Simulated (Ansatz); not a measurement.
## TiC (Fm-3m), random displacements

The calculation used DFT PBE, scalar-relativistic, plane waves, PAW in Ansatz 0.2.0. Settings: plane waves to 420 eV, k-mesh 12×12×12 (Γ-centred), Gaussian smearing 0.15 eV. No spin polarisation. Energies are free energies at this smearing, counted from the undisturbed cell; pressure is positive in compression.

The starting cell (as given, not relaxed at this level):

```yaml
crystal:
  lattice:
    - [4.32800, 0.00000, 0.00000]
    - [0.00000, -4.32800, 0.00000]
    - [0.00000, 0.00000, -4.32800]
  atoms:
    - { symbol: Ti, position: [0.00000, 0.50000, 0.50000] }
    - { symbol: Ti, position: [0.50000, 0.00000, 0.50000] }
    - { symbol: Ti, position: [0.50000, 0.50000, 0.00000] }
    - { symbol: Ti, position: [0.00000, 0.00000, 0.00000] }
    - { symbol: C, position: [0.50000, 0.00000, 0.00000] }
    - { symbol: C, position: [0.00000, 0.50000, 0.00000] }
    - { symbol: C, position: [0.00000, 0.00000, 0.50000] }
    - { symbol: C, position: [0.50000, 0.50000, 0.50000] }
```

The atoms are displaced (Å, in the unstrained cell):

| atom | ux | uy | uz |
| --- | --- | --- | --- |
| Ti1 | 0.307 | 0.072 | 0.110 |
| Ti2 | 0.251 | -0.069 | -0.264 |
| Ti3 | -0.063 | 0.347 | 0.076 |
| Ti4 | -0.152 | 0.492 | -0.213 |
| C5 | 0.256 | -0.075 | 0.336 |
| C6 | -0.099 | -0.475 | -0.318 |
| C7 | 0.071 | -0.014 | 0.360 |
| C8 | -0.572 | -0.279 | -0.087 |

The cell is not strained.

What are the energy change, the stress and the forces?

ΔE = 3641.5 meV/atom; stress (xx, yy, zz, yz, xz, xy; compression positive) (87.03, 139.09, 96.13, 0.01, -21.77, -5.45) GPa.
```tsv
atom	Fx (eV/Å)	Fy	Fz
Ti1	-29.14	7.73	-1.19
Ti2	-2.49	1.65	14.55
Ti3	0.01	-5.97	-2.28
Ti4	1.71	-46.85	13.05
C5	-2.56	2.55	-11.77
C6	1.04	46.83	0.74
C7	1.19	-1.51	-8.99
C8	30.25	-4.43	-4.11
```

Cost: 1 run of about 4 core-minutes, on Intel Xeon Platinum 8259CL (Skylake/Cascade Lake) (shared hosts).